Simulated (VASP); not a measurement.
# Se (P3_121) in VASP: settings compared

One crystal, Se, is run at these levels: PBE+D3(BJ), PBE; tasks: relaxation of cell and atoms.

Program: VASP 6.6.1. These are calculated values, not measurements. Logs are shortened: lines on timing, memory, paths and dates and some standing lists are left out, and cuts for length are marked.

### Step 1. The structure

Symmetry: P3_121, No. 152, trigonal system. The conventional cell has a = 4.366 Å, b = 4.366 Å, c = 4.954 Å, α = 90.00°, β = 90.00°, γ = 120.00°. Se (site symmetry 2) is surrounded by 2 Se at 2.37 Å.

### Step 2. Relaxation of cell and atoms, PBE+D3(BJ)

INCAR reads:

```
SYSTEM = Se
  PREC = Accurate
  ENCUT = 600
  EDIFF = 1E-6
  ISMEAR = 0
  SIGMA = 0.03
  LREAL = .FALSE.
  LASPH = .TRUE.
  NELM = 80
  ALGO = Normal
  ISIF = 3
  LWAVE = .FALSE.
  LCHARG = .FALSE.
  GGA = PE
  IVDW = 12
  IBRION = 2
  NSW = 90
  EDIFFG = -0.01
```

KPOINTS reads:

```
Automatic mesh
0
G
  9 9 6
  0 0 0
```

POSCAR reads:

```
Se
1.0
    4.3662000000      0.0000000000      0.0000000000
   -2.1831000000      3.7812401180      0.0000000000
    0.0000000000      0.0000000000      4.9536000000
Se
3
Direct
    0.2254000000      0.0000000000      0.3333333333
    0.0000000000      0.2254000000      0.6666666667
    0.7746000000      0.7746000000      0.0000000000
```

Potentials or basis: VASP PAW PBE potentials, release 64 (Se).

Started as:

```sh
cat potpaw_PBE.64/Se/POTCAR > POTCAR
mpirun -np 1 vasp_std > vasp.out
```

OUTCAR:

```text
SYSTEM = Se
   PREC = Accurate
   ENCUT = 600
   EDIFF = 1E-6
   ISMEAR = 0
   LREAL = .FALSE.
   LASPH = .TRUE.
   NELM = 80
   ISIF = 3
   GGA = PE
   IVDW = 12
   IBRION = 2
   NSW = 90
   EDIFFG = -0.01
 IVDW          = 12

 ion  position               nearest neighbor table
   1  0.225  0.000  0.333-   3 2.37   2 2.37
   2  0.000  0.225  0.667-   3 2.37   1 2.37
   3  0.775  0.775  0.000-   2 2.37   1 2.37

  LATTYP: Found a hexagonal cell.
 ALAT       =     4.3662000000
 C/A-ratio  =     1.1345334616

  Lattice vectors:

 A1 = (   4.3662000000,   0.0000000000,   0.0000000000)
 A2 = (  -2.1831000000,   3.7812401180,   0.0000000000)
 A3 = (   0.0000000000,   0.0000000000,   4.9536000000)

Analysis of symmetry for initial positions (statically):
=====================================================================
 Subroutine PRICEL returns:
 Original cell was already a primitive cell.

 Routine SETGRP: Setting up the symmetry group for a
 hexagonal supercell.

 Subroutine GETGRP returns: Found  6 space group operations
 (whereof  2 operations were pure point group operations)
 out of a pool of 24 trial point group operations.

The static configuration has the point symmetry C_2 .
 The point group associated with its full space group is D_3 .

Analysis of symmetry for dynamics (positions and initial velocities):
=====================================================================
 Subroutine PRICEL returns:
 Original cell was already a primitive cell.

 Routine SETGRP: Setting up the symmetry group for a
 hexagonal supercell.

 Subroutine GETGRP returns: Found  6 space group operations
 (whereof  2 operations were pure point group operations)
 out of a pool of 24 trial point group operations.

The dynamic configuration has the point symmetry C_2 .
 The point group associated with its full space group is D_3 .

 Subroutine INISYM returns: Found  6 space group operations
 (whereof  2 operations are pure point group operations),
 and found     1 'primitive' translations

----------------------------------------------------------------------------------------

                                     Primitive cell

  volume of cell :      81.7822

  direct lattice vectors                    reciprocal lattice vectors
     4.366200000  0.000000000  0.000000000     0.229032110  0.132231751  0.000000000
    -2.183100000  3.781240118  0.000000000     0.000000000  0.264463501  0.000000000
     0.000000000  0.000000000  4.953600000     0.000000000  0.000000000  0.201873385

  length of vectors
     4.366200000  4.366200000  4.953600000     0.264463501  0.264463501  0.201873385

  position of ions in fractional coordinates (direct lattice)
     0.225400000  0.000000000  0.333333333
     0.000000000  0.225400000  0.666666667
     0.774600000  0.774600000  0.000000000

  ion indices of the primitive-cell ions
   primitive index   ion index
                 1           1
                 2           2
                 3           3

----------------------------------------------------------------------------------------

 KPOINTS: Automatic mesh

Automatic generation of k-mesh.
 Grid dimensions read from file:
 generate k-points for:    9    9    6

 Generating k-lattice:

  Cartesian coordinates                     Fractional coordinates (reciprocal lattice)
     0.025448012  0.014692417  0.000000000     0.111111111  0.000000000  0.000000000
     0.000000000  0.029384833  0.000000000     0.000000000  0.111111111  0.000000000
     0.000000000  0.000000000  0.033645564     0.000000000  0.000000000  0.166666667

  Length of vectors
     0.029384833  0.029384833  0.033645564

  Shift w.r.t. Gamma in fractional coordinates (k-lattice)
     0.000000000  0.000000000  0.000000000

 Subroutine IBZKPT returns following result:
 ===========================================

 Found     62 irreducible k-points:

 Following reciprocal coordinates:
            Coordinates               Weight
  0.000000  0.000000  0.000000      1.000000
  0.111111  0.000000  0.000000      6.000000
  0.222222  0.000000  0.000000      6.000000
  0.333333  0.000000  0.000000      6.000000
  0.444444  0.000000  0.000000      6.000000
  0.111111  0.111111  0.000000      6.000000
[... 16 lines left out ...]
  0.222222  0.111111  0.166667     12.000000
 -0.111111  0.333333  0.166667     12.000000
 [... further k-points ...]
   k-points           NKPTS =     62   k-points in BZ     NKDIM =     62   number of bands    NBANDS=     13
   number of dos      NEDOS =    301   number of ions     NIONS =      3
   total plane-waves  NPLWV =  51840
   dimension x,y,z NGX =    36 NGY =   36 NGZ =   40
   dimension x,y,z NGXF=    72 NGYF=   72 NGZF=   80
   ions per type =               3
   NGX,Y,Z   is equivalent  to a cutoff of  13.71, 13.71, 13.42 a.u.
   NGXF,Y,Z  is equivalent  to a cutoff of  27.41, 27.41, 26.85 a.u.
 SYSTEM =  Se
   PREC   = accura    normal or accurate (medium, high low for compatibility)
   ISTART =      0    job   : 0-new  1-cont  2-samecut
   ICHARG =      2    charge: 1-file 2-atom 10-const
   ISPIN  =      1    spin polarized calculation?
   LNONCOLLINEAR =      F non collinear calculations
   LSORBIT =      F    spin-orbit coupling
   LASPH  =      T    aspherical Exc in radial PAW
   ENCUT  =  600.0 eV  44.10 Ry    6.64 a.u.   8.72  8.72  9.89*2*pi/ulx,y,z
   NELM   =     80;   NELMIN=  2; NELMDL= -5     # of ELM steps
   EDIFF  = 0.1E-05   stopping-criterion for ELM
   LREAL  =      F    real-space projection
   EDIFFG = -.1E-01   stopping-criterion for IOM
   NSW    =     90    number of steps for IOM
   IBRION =      2    ionic relax: 0-MD 1-quasi-New 2-CG
   NFREE  =      1    steps in history (QN), initial steepest desc. (CG)
   ISIF   =      3    stress and relaxation
   ISYM   =      2    0-nonsym 1-usesym 2-fastsym
   POTIM  = 0.5000    time-step for ionic-motion
   TEBEG  =    0.0;   TEEND  =   0.0 temperature during run
   PSTRESS=    0.0 pullay stress
   NELECT =      18.0000    total number of electrons
   NUPDOWN=      -1.0000    fix difference up-down
   EMIN   =  10.00;   EMAX   =-10.00  energy-range for DOS
   EFERMI =   0.00;   METHOD = LEGACY
   ISMEAR =     0;   SIGMA  =   0.03  broadening in eV -4-tet -1-fermi 0-gaus
   EFERMI_NEDOS =   21; number of points for ismear=-14 and -15
   IALGO  =     38    algorithm
   IMIX   =      4    mixing-type and parameters
     AMIX     =   0.40;   BMIX     =  1.00
     AMIX_MAG =   1.60;   BMIX_MAG =  1.00
  volume/ion in A,a.u.               =      27.26       183.96
  Fermi-wavevector in a.u.,A,eV,Ry     =   0.988430  1.867862 13.292817  0.976995
  Thomas-Fermi vector in A             =   2.119956
   LORBIT       =      0    0 simple, 1 ext, 2 COOP (PROOUT), +10 PAW based schemes
   GGA     = PE    functional components
   LHFCALC =     F    Hartree Fock is set to
   AEXX    =    0.0000 exact exchange contribution
   IVDW    =    12    specifies the selected vdW correction
   LEPSILON=     F    determine dielectric tensor
   LRPA    =     F    only Hartree local field effects (RPA)
 conjugate gradient relaxation of ions
 non-spin polarized calculation
 Gauss-broadening in eV      SIGMA  =   0.03
  energy-cutoff  :      600.00
  volume of cell :       81.78
 maximum number of plane-waves:      2756
 NGX is ok and might be reduce to    36
   NGX = 17   NGY = 17   NGZ = 19

--------------------------------------- Ionic step        1  -------------------------------------------

 number of electron      18.0000000 magnetization

 Free energy of the ion-electron system (eV)
  ---------------------------------------------------
  ext. energy  EPLUGINS =         0.00000000
  ---------------------------------------------------
  free energy    TOTEN  =       -10.47005347 eV

  energy without entropy =      -10.47005347  energy(sigma->0) =      -10.47005347

------------------------ aborting loop because EDIFF is reached ----------------------------------------

 Edisp (eV)   -0.94632

 E8    (eV) :    -0.3892

  FORCE on cell =-STRESS in cart. coord.  units (eV):
  Direction    XX          YY          ZZ          XY          YZ          ZX
  --------------------------------------------------------------------------------------
  -------------------------------------------------------------------------------------
  Total       0.10815     0.10815     1.09500     0.00000    -0.00000     0.00000
  in kB       2.11874     2.11874    21.45198     0.00000    -0.00000     0.00000
  external pressure =        8.56 kB  Pullay stress =        0.00 kB
[... 100 lines left out ...]
  FREE ENERGIE OF THE ION-ELECTRON SYSTEM (eV)
  ---------------------------------------------------
  free  energy   TOTEN  =       -11.4317445794 eV

  energy  without entropy=      -11.4317445794  energy(sigma->0) =      -11.43174458

[... ionic steps 4 to 12 ...]

--------------------------------------- Ionic step       13  -------------------------------------------

 number of electron      17.9999999 magnetization

------------------------ aborting loop because EDIFF is reached ----------------------------------------

 Edisp (eV)   -1.06876

 E8    (eV) :    -0.4416
[... 71 lines left out ...]
  energy  without entropy=      -11.4925130032  energy(sigma->0) =      -11.49251300

--------------------------------------- Ionic step       15  -------------------------------------------

 number of electron      17.9999999 magnetization

 Free energy of the ion-electron system (eV)
  ---------------------------------------------------
  ext. energy  EPLUGINS =         0.00000000
  ---------------------------------------------------
  free energy    TOTEN  =       -10.42333578 eV

  energy without entropy =      -10.42333578  energy(sigma->0) =      -10.42333578

 E-fermi :   3.8061     XC(G=0):  -9.4363

 val. band max:        3.6791251409   @ k =   0.3333   0.3333   0.5000
 cond. band min:       4.1932907668   @ k =   0.3333   0.3333   0.5000
 fundamental gap:      0.5141656259
 Fermi energy:         3.8061123357

 k-point     1 :       0.0000    0.0000    0.0000
  band No.  band energies     occupation
      1     -12.2623      2.00000
      2      -8.2282      2.00000
      3      -8.2282      2.00000
      4       0.0582      2.00000
      5       0.2554      2.00000
      6       0.2554      2.00000
      7       1.8254      2.00000
      8       1.8254      2.00000
      9       3.1565      2.00000
     10       5.1483      0.00000
     11       5.1483      0.00000
     12       5.7462      0.00000
     13      10.0985      0.00000
[... 353 lines left out ...]
 k-point    24 :      -0.1111    0.3333    0.1667
  band No.  band energies     occupation
      1     -11.6342      2.00000
      2      -9.2357      2.00000
      3      -7.5136      2.00000
      4      -1.6345      2.00000
      5      -1.1270      2.00000
      6       0.0631      2.00000
      7       1.5415      2.00000
      8       2.3176      2.00000
      9       3.0383      2.00000
     10       5.0291      0.00000
     11       5.7411      0.00000
     12       6.0909      0.00000
     13       9.0005      0.00000

 [... further k-points ...]

------------------------ aborting loop because EDIFF is reached ----------------------------------------

 Edisp (eV)   -1.06919

 E8    (eV) :    -0.4418

  FORCE on cell =-STRESS in cart. coord.  units (eV):
  Direction    XX          YY          ZZ          XY          YZ          ZX
  --------------------------------------------------------------------------------------
  -------------------------------------------------------------------------------------
  Total       0.00485     0.00485    -0.00123    -0.00000     0.00000    -0.00000
  in kB       0.10583     0.10583    -0.02692    -0.00000     0.00000    -0.00000
  external pressure =        0.06 kB  Pullay stress =        0.00 kB
[... 18 lines left out ...]
  FREE ENERGIE OF THE ION-ELECTRON SYSTEM (eV)
  ---------------------------------------------------
  free  energy   TOTEN  =       -11.4925259045 eV

  energy  without entropy=      -11.4925259045  energy(sigma->0) =      -11.49252590

 reached required accuracy - stopping structural energy minimisation
```

It took 3.2 min on 1 thread of Intel Xeon 6975P-C (Granite Rapids), shared host; peak memory 0.29 GiB.

What came out:

```yaml
Free_energy: -11.4925 eV
Relaxed_volume: 24.48 Å³/atom
Relaxed_cell: a = 4.065 Å, b = 4.065 Å, c = 5.134 Å, α = 90.00°, β = 90.00°, γ = 120.00°
Space_group_after_relaxing_to_0.05_Å: P3_121 (No. 152)
Energy_gained_by_relaxing: 25.4 meV/atom
Ionic_steps: 15
Pressure_after_relaxing: 0.0 GPa
Band_gap_on_the_k_mesh: 0.51 eV, direct
Dispersion_energy_per_atom: -0.356 eV
```

Forces on the atoms (eV/Å):
```
Se   0.003  0.000  0.000
Se  -0.001  0.002  0.000
Se  -0.001 -0.002  0.000
```

Step by step:
```
step  energy change (eV)  largest force (eV/Å)  pressure (GPa)  volume (Å³)
   1              0.0000                0.4482            0.86        81.78
   2             -0.0111                0.0980           -1.80        83.51
   3             -0.0154                0.0793           -0.92        82.90
   4             -0.0280                0.0821           -0.82        81.61
   5             -0.0585                0.1045           -0.28        77.77
   6             -0.0600                0.1864            2.15        70.28
   7             -0.0717                0.1570            0.73        74.05
   8             -0.0747                0.0748           -0.61        73.96
   9             -0.0759                0.0015           -0.16        74.00
  10             -0.0759                0.0011           -0.18        74.00
  11             -0.0761                0.0056           -0.10        73.67
  12             -0.0761                0.0093           -0.03        73.35
  13             -0.0761                0.0071           -0.06        73.48
  14             -0.0761                0.0100            0.06        73.43
  15             -0.0762                0.0026            0.01        73.45
```

Final structure:
```yaml
crystal:
  lattice:
    - [4.06467, 0.00000, 0.00000]
    - [-2.03234, 3.52011, 0.00000]
    - [0.00000, 0.00000, 5.13369]
  atoms:
    - { symbol: Se, position: [0.24775, 0.00000, 0.33333] }
    - { symbol: Se, position: [0.00000, 0.24775, 0.66667] }
    - { symbol: Se, position: [0.75225, 0.75225, 0.00000] }
```

Levels at points of the mesh, in eV from the valence-band top:
| k point | band 6 | band 7 | band 8 | band 9 | band 10 | band 11 | band 12 | band 13 |
| --- | --- | --- | --- | --- | --- | --- | --- | --- |
| (0.00, 0.00, 0.00) | -3.42 | -1.85 | -1.85 | -0.52 | 1.47 | 1.47 | 2.07 | 6.42 |
| (0.00, 0.00, 0.50) | -3.08 | -1.37 | -1.33 | -1.33 | 0.94 | 0.97 | 0.97 | 5.69 |

Caveat: an odd mesh through Γ misses points on the zone boundary, where band edges often lie; the volume moved by -10 % from the deposited cell, more than functionals usually miss.

[end of part 1 of 2]
